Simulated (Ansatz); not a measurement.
# CoSi2: response to strain

Aim: deform CoSi2 (equal xy, yz and zx engineering shear strains of -1 %) and compute stress, forces and field gradients with LAPW, PAW and all-electron datasets made for the crystal.

Program: Ansatz 0.2.0. Level of theory: DFT PBE, scalar-relativistic. These are calculated values, not measurements.

**1. The structure to begin with**

Symmetry: Fm-3m, No. 225, cubic system. The conventional cell has a = 5.365 Å, b = 5.365 Å, c = 5.365 Å, α = 90.00°, β = 90.00°, γ = 90.00°. Co (site symmetry m-3m) is surrounded by 8 Si at 2.32 Å. Si (site symmetry -43m) has 4 Co at 2.32 Å as nearest neighbours.

Structure file:

```
CELL_PARAMETERS angstrom
0.00000 2.68250 2.68250
2.68250 0.00000 2.68250
2.68250 2.68250 0.00000
ATOMIC_POSITIONS crystal
Co 0.00000 0.00000 0.00000
Si 0.25000 0.25000 0.25000
Si 0.75000 0.75000 0.75000
```

Atoms are numbered in the order of the input: Co1, Si2, Si3.

**2. The deformed structure**

Space group Fm-3m before, R-3m after.

**3. All-electron LAPW**

The input, input.yaml:

```yaml
crystal:
  lattice:
    - [-0.026825, 2.6690875, 2.6690875]
    - [2.6690875, -0.026825, 2.6690875]
    - [2.6690875, 2.6690875, -0.026825]
  atoms:
    - { symbol: Co, position: [0.0, 0.0, 0.0], spin: 2.0 }
    - { symbol: Si, position: [0.25, 0.25, 0.25] }
    - { symbol: Si, position: [0.75, 0.75, 0.75] }
magnetization:
  spin_polarized: true
kpoints:
  mp_grid: { grid: [11, 11, 11] }
  band_path:
    path:
      - [0.0, 0.0, 0.0]
      - [0.5, 0.5, 0.5]
      - [0.2525443832, 0.5, 0.7474556168]
      - [-0.2525443832, 0.2525443832, 0.5]
      - [0.0, 0.0, 0.5]
      - [0.0, 0.0, 0.0]
      - [-0.3762721916, 0.0, 0.3762721916]
      - [0.0, 0.3762721916, 0.6237278084]
      - [0.0, 0.5, 0.5]
    npoints: 5
scf:
  occupations: { method: fermi_dirac, width: 0.05 }
hamiltonian:
  xc: pbe
  pseudopotentials: { kind: all_electron, lapw: { basis_error: 0.001 } }
output:
  forces: true
  stress: true
  eigenvalues: true
```

Launch:

```bash
$ ansatz run input.yaml --threads 1 --pin off --max-ram 4096MiB --backend cpu --events-out ev --progress --plain --runs-dir out
```

**4. PAW with frozen cores**

The input, input.yaml:

```yaml
crystal:
  lattice:
    - [-0.026825, 2.6690875, 2.6690875]
    - [2.6690875, -0.026825, 2.6690875]
    - [2.6690875, 2.6690875, -0.026825]
  atoms:
    - { symbol: Co, position: [0.0, 0.0, 0.0], spin: 2.0 }
    - { symbol: Si, position: [0.25, 0.25, 0.25] }
    - { symbol: Si, position: [0.75, 0.75, 0.75] }
magnetization:
  spin_polarized: true
kpoints:
  mp_grid: { grid: [11, 11, 11] }
scf:
  occupations: { method: fermi_dirac, width: 0.05 }
hamiltonian:
  xc: pbe
  pseudopotentials: { kind: paw }
output:
  forces: true
  stress: true
  eigenvalues: true
  efg: { contact_densities: true }
```

**5. All-electron PAW on datasets made for the crystal**

input.yaml: that of step 4 with these lines changed.

```diff
@@ -17,3 +17,3 @@
   xc: pbe
-  pseudopotentials: { kind: paw }
+  pseudopotentials: { kind: all_electron, datasets: crystal }
 output:
```

(Steps that only read results are left out.)

**Question.** What will these runs give? Wanted: pressure; largest shear or deviatoric stress.

The runs gave:

| quantity | value |
| --- | --- |
| pressure | LAPW -0.43, PAW -0.49, crystal datasets -0.43 GPa |
| largest shear or deviatoric stress (LAPW) | 1.54 GPa |

The largest part of the stress beyond the pressure is 1.54 GPa in size; the atoms are carried along and not relaxed. No run of the undeformed cell stands beside it, so the pressure holds what the given cell had before the change. PAW: stress within 0.05 GPa of LAPW, forces within 1 meV/Å. Crystal datasets: stress within 0.01 GPa of LAPW, forces within 1 meV/Å.
